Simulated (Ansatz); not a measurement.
Consider the ligand exchange at a B–C bond: `BCC(C)=O` + H–F → `BF` + `CC(C)=O`.

Isolated molecules relaxed with PBE0-D4/def2-TZVP in Ansatz; ΔE leaves out vibrations. CCSD(T)/CBS is the MP2 limit (def2-TZVPP, def2-QZVPP) plus CCSD(T) − MP2 in def2-TZVPP, frozen cores. This one scheme is used for every species. Functionals use def2-TZVPP. Each species was taken in one conformer, which may not be the lowest.

```tsv
level	ΔE (kcal/mol)
RPA@PBE/def2-TZVPP	-34.4
CCSD(T)/def2-TZVPP	-33.3
```

(1) What does CCSD(T)/CBS give? (An estimate is asked.)

Largest T1 diagnostic among the species: 0.014.

Results:

(1) Ansatz gave: -32.0 kcal/mol. The listed levels differ from it by -2.4, -1.3 kcal/mol.

Leaving LDA and LC-ωPBE aside and taking each functional with its dispersion term where it has one, the values, not all of them listed here, spread over 4.1 kcal/mol, from CAM-B3LYP-D4 to revPBE-D4. LDA lies +1.5 kcal/mol from PBE without D4. At CCSD(T), def2-SVP lies −6.8 kcal/mol from the extrapolated value and def2-TZVPP −1.2 kcal/mol.

CCSD(T)/CBS has its own doubt, a few kJ/mol and more with outer-core shells, so smaller differences from it don't rank the levels.
